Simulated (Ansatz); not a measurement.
# ZnS: the cost of one run

Code: Ansatz 0.2.0. PAW datasets, plane waves, zero pressure. No spin polarisation and no zero-point or thermal motion; the cell was built from a prototype and may be hypothetical.

## 1. The system as given

This is the cell as the run starts from it, not yet at rest; its lengths are not the crystal's.

Space group P6_3/mmc (No. 194), hexagonal; a = 3.298 Å, c = 5.377 Å in the conventional setting, 12.66 Å³ an atom. Around Zn lie 6 S at 2.33 Å; around S lie 6 Zn at 2.33 Å.

The structure in full:

```cif
data_structure
_symmetry_space_group_name_H-M 'P6_3/mmc'
_symmetry_Int_Tables_number 194
_cell_length_a 3.2985
_cell_length_b 3.2985
_cell_length_c 5.3765
_cell_angle_alpha 90.000
_cell_angle_beta 90.000
_cell_angle_gamma 120.000
_cell_volume 50.66
loop_
_atom_site_label
_atom_site_type_symbol
_atom_site_symmetry_multiplicity
_atom_site_Wyckoff_symbol
_atom_site_fract_x
_atom_site_fract_y
_atom_site_fract_z
_atom_site_occupancy
Zn1 Zn 2 a 0.00000 0.00000 0.00000 1
S1 S 2 c 0.33333 0.66667 0.25000 1
```

## 2. PBE: cell and atoms

Input file input.yaml:

```yaml
crystal:
  lattice:
    - [3.29847081, 0.0, 0.0]
    - [-1.649235405, 2.8565595151, 0.0]
    - [0.0, 0.0, 5.3765074203]
  atoms:
    - { symbol: Zn, position: [0.0, 0.0, 0.0] }
    - { symbol: Zn, position: [0.0, 0.0, 0.5] }
    - { symbol: S, position: [0.3333333333, 0.6666666667, 0.25] }
    - { symbol: S, position: [0.6666666667, 0.3333333333, 0.75] }
kpoints:
  mp_grid: { grid: [12, 12, 4] }
hamiltonian:
  xc: pbe
scf:
  occupations: { method: fermi_dirac, width: 0.02 }
relax:
  f_tol: 0.005
  cell: {}
```

The run is started by

```
$ ansatz run input.yaml --threads 2 --pin off --max-ram 2211MiB --backend cpu --events-out ev --progress --plain --runs-dir out
```

**Question.** How long does this run take on 2 threads of Arm Neoverse N1, shared host, and how much memory does it need?

About 28 s, with a peak of 0.38 GiB.
